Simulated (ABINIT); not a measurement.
A run of ABINIT 10.8.3 (patched build):

run.abi

```
# Datasets: ground state, then fixed potential
ndtset 2

# Pseudopotentials
pp_dirpath "./"
pseudos "Pb.GGA_PBE-JTH.xml"

# Structure
acell 6.6144323282 6.6144323282 6.6144323282
rprim
     0.0000000000     0.7071067812     0.7071067812
     0.7071067812     0.0000000000     0.7071067812
     0.7071067812     0.7071067812     0.0000000000
ntypat 1
znucl 82
natom 1
typat 1
xred
     0.0000000000     0.0000000000     0.0000000000

# Plane-wave basis
ecut 17.0
pawecutdg 34.0

# Exchange and correlation
ixc -144130

# Bands and occupations
occopt 3
tsmear 0.05 eV

# SCF cycle
nstep 100

# Output
iomode 3
prtwf 0
prteig 0
prtebands 0
prtden1 1

# Dataset 1
kptopt1 1
ngkpt1 9 9 9
nshiftk1 1
shiftk1 0.0 0.0 0.0
nband1 11
tolvrs1 1.0e-9

# Dataset 2: bands along G-X-W-K-G-L-U-W-L-K
iscf2 -2
getden2 1
nband2 15
nbdbuf2 2
tolwfr2 1.0e-12
kptopt2 -9
ndivsm2 5
prteig2 1
kptbounds2
     0.0000000000     0.0000000000     0.0000000000
     0.5000000000     0.0000000000     0.5000000000
     0.5000000000     0.2500000000     0.7500000000
     0.3750000000     0.3750000000     0.7500000000
     0.0000000000     0.0000000000     0.0000000000
     0.5000000000     0.5000000000     0.5000000000
     0.6250000000     0.2500000000     0.6250000000
     0.5000000000     0.2500000000     0.7500000000
     0.5000000000     0.5000000000     0.5000000000
     0.3750000000     0.3750000000     0.7500000000
```

Potentials or basis: JTH PAW PBE v2.0.

Run with:

```sh
$ abinit run.abi > log 2>&1
```

Hardware: 1 thread of Arm Neoverse V1, on a shared host.

Problem. How long does it take, and how much memory?

Solution. Run time: 36 s on 1 thread of Arm Neoverse V1 (shared host), peak memory 0.12 GiB. Counts: scf iterations 11, k points 35, bands 11, plane waves 696.
